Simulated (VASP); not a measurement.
A run of VASP 6.6.1:

INCAR

```
SYSTEM = MoS2
  PREC = Accurate
  ENCUT = 520
  EDIFF = 1E-7
  ISMEAR = -1
  SIGMA = 0.05
  LREAL = .FALSE.
  LASPH = .TRUE.
  NELM = 100
  ALGO = Normal
  ISIF = 2
  LWAVE = .FALSE.
  LCHARG = .FALSE.
  GGA = PE
  IVDW = 12
  IBRION = 2
  NSW = 60
  EDIFFG = -0.02
```

File KPOINTS:

```
regular mesh
0
G
  10 10 1
  0 0 0
```

Contents of POSCAR:

```
MoS2
1.0
    3.1600000000      0.0000000000      0.0000000000
   -1.5800000000      2.7366402760      0.0000000000
    0.0000000000      0.0000000000     27.2770000000
S Mo
4 2
Direct
    0.6666666667      0.3333333333      0.3299483081
    0.6666666667      0.3333333333      0.4446969975
    0.3333333333      0.6666666667      0.5553030025
    0.3333333333      0.6666666667      0.6700516919
    0.3333333333      0.6666666667      0.3873226528
    0.6666666667      0.3333333333      0.6126773472
```

Potentials or basis: VASP PAW PBE potentials, release 64 (S, Mo_sv).

The run is started by

```sh
$ cat potpaw_PBE.64/S/POTCAR potpaw_PBE.64/Mo_sv/POTCAR > POTCAR
$ mpirun -np 1 vasp_std > vasp.out
```

Hardware: 1 thread of AMD EPYC 7R43 64-Core Processor (Zen 3), with other jobs on the host.

Question: How long does it take, and how much memory?

Answer: Wall time 29 min on 1 thread of AMD EPYC 7R43 64-Core Processor (Zen 3), on a shared host, peak memory 0.36 GiB. Counts: scf iterations 118, k points 14, ion steps 13.
